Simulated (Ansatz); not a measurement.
# How far is PAW off for Ba?

```
Ba
1.0
    -2.52538    2.52538    2.45000
     2.52538   -2.52538    2.45000
     2.52538    2.52538   -2.45000
Ba
1
Cartesian
  0.0000 0.0000 0.0000
```

The cell is a measured one (Crystallography Open Database entry 9008528); the temperature and pressure of the measurement aren't taken into account, and nothing was relaxed. The listed cell was then made from it by scaling, straining or moving an atom.

No spin–orbit coupling, which matters for the heavy atoms here.

Methods: DFT, PBE, PAW with Ansatz's default frozen-core files, scalar-relativistic (Ansatz 0.2.0); DFT, PBE, all-electron LAPW, scalar-relativistic (Ansatz 0.2.0).

For PAW: a Γ-centred 10×10×10 k mesh, Fermi–Dirac smearing of 0.05 eV, cutoff 420 eV, no spin polarisation. LAPW targets a basis error of 0.5 meV/atom. The Ansatz runs share mesh, smearing and spin set-up. Plane-wave (PAW) pressures include the program's estimate of the Pulay term.

Stress and pressure are positive in compression.

The change that made this cell: z strained by -2 % at fixed volume.

PAW results:

| quantity | PAW |
| --- | --- |
| pressure (GPa) | 0.11 |
| stress xx (GPa) | 0.06 |
| stress zz (GPa) | 0.22 |

Question: What does full-potential LAPW give for the same quantities?

Answer: 
```csv
quantity,LAPW
pressure (GPa),0.11
stress xx (GPa),0.06
stress zz (GPa),0.22
```
